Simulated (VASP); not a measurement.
# TiAl: molecular dynamics with a thermostat

TiAl, P-6m2 (no. 187), 8 atoms in the cell. PBE, molecular dynamics; PAW potentials Ti, Al (PBE set).

Ensemble: Nose-Hoover chain; Target temperature (K): 1000.

## Input

INCAR:
```
ALGO = Fast ; EDIFF = 1E-6
ENCUT = 240 ; GGA = PE
IBRION = 0 ; ISIF = 2
ISMEAR = -1 ; ISYM = 0
KPAR = 2 ; LASPH = T
LCHARG = F ; LREAL = Auto
LWAVE = F ; MDALGO = 4
NELM = 60 ; NELMIN = 4
NHC_NCHAINS = 3 ; NHC_PERIOD = 30
NSW = 60 ; POTIM = 2.0
PREC = Normal ; RANDOM_SEED = 49948 0 0
SIGMA = 0.05 ; TEBEG = 1000
```

KPOINTS:
```
k-points
0
Gamma
  3 3 3
```

POSCAR:
```
TiAl
1.0
    5.7345244654      0.0000000000      0.0000000000
   -2.8672622326      4.9662438656      0.0000000000
    0.0000000000      0.0000000000      4.6780830000
Ti Al
4 4
Direct
    0.0000000000      0.0000000000      0.0000000000
    0.0000000000      0.5000000000      0.0000000000
    0.5000000000      0.0000000000      0.0000000000
    0.5000000000      0.5000000000      0.0000000000
    0.1666666666      0.3333333334      0.5000000000
    0.1666666667      0.8333333334      0.5000000000
    0.6666666666      0.3333333334      0.5000000000
    0.6666666667      0.8333333334      0.5000000000
```

Commands:
```
cat potpaw_PBE.64/Ti/POTCAR potpaw_PBE.64/Al/POTCAR > POTCAR
mpirun -np 2 vasp_std > vasp.out
```

## Result

- Mean temperature (K): 651
- Rise of the mean potential energy above the start (meV/atom): 67.8
- Electronic steps per ionic step after the first: 4.2

Course of the run:

| Time (fs) | Temperature (K) | Potential energy less the first (meV/atom) |
|---|---|---|
| 2 | 1000 | 0.0 |
| 12 | 877 | 13.9 |
| 20 | 615 | 44.1 |
| 30 | 311 | 79.9 |
| 38 | 263 | 86.9 |
| 48 | 419 | 73.2 |
| 56 | 564 | 63.3 |
| 66 | 651 | 64.9 |
| 74 | 684 | 71.2 |
| 84 | 772 | 73.4 |
| 92 | 872 | 70.8 |
| 102 | 880 | 78.8 |
| 110 | 736 | 100.1 |
| 120 | 545 | 126.3 |

REPORT:
```
MDALGO =   4
           NHC_NCHAINS =   3
            NHC_PERIOD =    30
            NHC_NRESPA =    1
                NHC_NS =  1
               SCALING =       0
                 CNEXP =     9.000   14.000
           RANDOM_SEED =             49948                0                0

   original number of atomic DOF:         21
   number of independent constraints:      0
   number of active DOF:                  21

========================================
         MD step No.       1
========================================

  Atomic velocities initialized by STEP_tb

  >Nose-Hoover_chains
                       xs       vs(fs^-1)
   nhc_s>  -0.18296652E-10  -0.36589493E-10
   nhc_s>  -0.13889371E-03  -0.27779707E-03
   nhc_s>  -0.13888889E-03  -0.27773919E-03

  >Energies
                    E_tot             E_pot             E_kin               EPS                ES
   e_b>   -0.47110482E+02   -0.48015307E+02    0.90482538E+00    0.23935520E-04   -0.23937631E-04

  >Temperature
               T_sim     T_inst
   tmprt>   1000.000   1000.000

           RANDOM_SEED =             49948               48                0

[... steps left out ...]

========================================
         MD step No.      60
========================================

  >Nose-Hoover_chains
                       xs       vs(fs^-1)
   nhc_s>  -0.52590034E+00  -0.32572229E-02
   nhc_s>   0.14745194E+01   0.25033181E-01
   nhc_s>  -0.32365542E+00   0.28268504E-01

  >Energies
                    E_tot             E_pot             E_kin               EPS                ES
   e_b>   -0.47108553E+02   -0.47005167E+02    0.49342152E+00    0.25571423E+00   -0.85252169E+00

  >Temperature
               T_sim     T_inst
   tmprt>   1000.000    545.322

           RANDOM_SEED =             49948               48                0
```

OSZICAR:
```
N       E                     dE             d eps       ncg     rms          rms(c)
DAV:   1     0.607146293371E+02    0.60715E+02   -0.59323E+03   532   0.663E+02
DAV:   2    -0.422782552601E+02   -0.10299E+03   -0.10043E+03   540   0.193E+02
DAV:   3    -0.539014864924E+02   -0.11623E+02   -0.10886E+02   805   0.539E+01
DAV:   4    -0.542458322826E+02   -0.34435E+00   -0.34095E+00   701   0.999E+00
DAV:   5    -0.542498630872E+02   -0.40308E-02   -0.40238E-02   720   0.108E+00    0.229E+01
RMM:   6    -0.481574753467E+02    0.60924E+01   -0.34125E+01   541   0.402E+01    0.409E+00
RMM:   7    -0.482234021838E+02   -0.65927E-01   -0.62065E+00   567   0.132E+01    0.389E+00
RMM:   8    -0.480247394588E+02    0.19866E+00   -0.98590E-01   539   0.496E+00    0.163E+00
RMM:   9    -0.480197227416E+02    0.50167E-02   -0.28823E-01   552   0.320E+00    0.788E-01
RMM:  10    -0.480177460814E+02    0.19767E-02   -0.97358E-02   573   0.195E+00    0.560E-01
RMM:  11    -0.480152191476E+02    0.25269E-02   -0.19941E-02   563   0.842E-01    0.359E-01
RMM:  12    -0.480153970955E+02   -0.17795E-03   -0.92358E-03   587   0.423E-01    0.169E-01
[... left out ...]
     58 T=   605. E= -.47105357E+02 F= -.47072753E+02 E0= -.47027837E+02  EK= 0.55101E+00 SP= -.85E+00 SK= 0.26E+00
     59 T=   571. E= -.47105355E+02 F= -.47034918E+02 E0= -.46990276E+02  EK= 0.51988E+00 SP= -.85E+00 SK= 0.26E+00
[... last step whole ...]
       N       E                     dE             d eps       ncg     rms          rms(c)
DAV:   1    -0.470051667748E+02    0.29752E-01   -0.12688E-02  1037   0.800E-01    0.824E-03
RMM:   2    -0.470051673158E+02   -0.54098E-06   -0.58638E-05   532   0.553E-02    0.654E-03
RMM:   3    -0.470051673228E+02   -0.70615E-08   -0.69013E-06   504   0.214E-02    0.409E-03
RMM:   4    -0.470051673067E+02    0.16135E-07   -0.20582E-06   344   0.106E-02
     60 T=   545. E= -.47105306E+02 F= -.47005167E+02 E0= -.46960809E+02  EK= 0.49667E+00 SP= -.85E+00 SK= 0.26E+00
```

Limits: 120 fs of 8 atoms are too short for converged averages; the cell is only 4.7 Å across, so each atom moves in step with near copies of itself.

VASP 6.6.1 took 107 s on 2 cores (Intel Xeon 6975P-C (Granite Rapids)), a shared host.
